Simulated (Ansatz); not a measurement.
Set up this calculation in Ansatz 0.2.0, as the native input.

* Task: relaxation of cell and atoms
* Functional: PBE
* Potentials or basis: Ansatz PAW
* Cutoff: 420 eV (not typed: the program's choice for these potentials)
* k mesh: 9 × 9 × 9
* Occupations: fermi-dirac, width 0.05 eV
* Spin: no spin polarisation
* Target pressure (GPa): 0

HfO2:

```xyz
3
Lattice="0.0000 2.5575 2.5575 2.5575 0.0000 2.5575 2.5575 2.5575 0.0000" Properties=species:S:1:pos:R:3 pbc="T T T"
Hf    0.0000    0.0000    0.0000
O     3.8363    3.8363    3.8363
O     1.2788    1.2788    1.2788
```

Measurements of this composition are mostly on another form, of space group No. 14.

One way to write it, as run:

input.yaml

```yaml
crystal:
  lattice:
    - [0.0, 2.5575, 2.5575]
    - [2.5575, 0.0, 2.5575]
    - [2.5575, 2.5575, 0.0]
  atoms:
    - { symbol: Hf, position: [0.0, 0.0, 0.0] }
    - { symbol: O, position: [0.75, 0.75, 0.75] }
    - { symbol: O, position: [0.25, 0.25, 0.25] }
hamiltonian:
  xc: pbe
  pseudopotentials: { kind: paw }
kpoints:
  mp_grid: { grid: [9, 9, 9] }
scf:
  occupations: { method: fermi_dirac, width: 0.05 }
output:
  forces: true
  stress: true
  eigenvalues: true
relax:
  f_tol: 0.01
  max_steps: 40
  cell: { stress_tol: 0.05 }
```

Potentials or basis: Ansatz PAW.

Launch:

```console
$ ansatz run input.yaml --threads 2 --pin off --max-ram 5632MiB --backend cpu --events-out ev --progress --plain --runs-dir out
```

Results of the run:

```
Relaxed volume                         : 11.04 Å³/atom
Relaxed cell                           : a = 3.605 Å, b = 3.605 Å, c = 3.605 Å, α = 60.00°, β = 60.00°, γ = 60.00°
Space group after relaxing (to 0.05 Å) : Fm-3m (No. 225)
Energy gained by relaxing              : 0.9 meV/atom
Ionic steps                            : 6
Pressure after relaxing                : 0.0 GPa
Band gap on the k mesh                 : 3.85 eV, indirect (least direct gap 3.97 eV)
```

Caveat: odd divisions of the mesh miss points on the zone boundary, where band edges often lie, so the gap on the mesh can be too wide; the plane-wave basis is chosen anew once the cell has moved, so the energies of steps on either side of that aren't comparable; the pressure holds a Pulay correction of +0.9 GPa for the finite cutoff; spin-orbit coupling is left out, which moves the levels of the heavy elements.

Run time: 5.5 s on 2 threads of Arm Neoverse V1, on a shared host, peak memory 0.32 GiB.
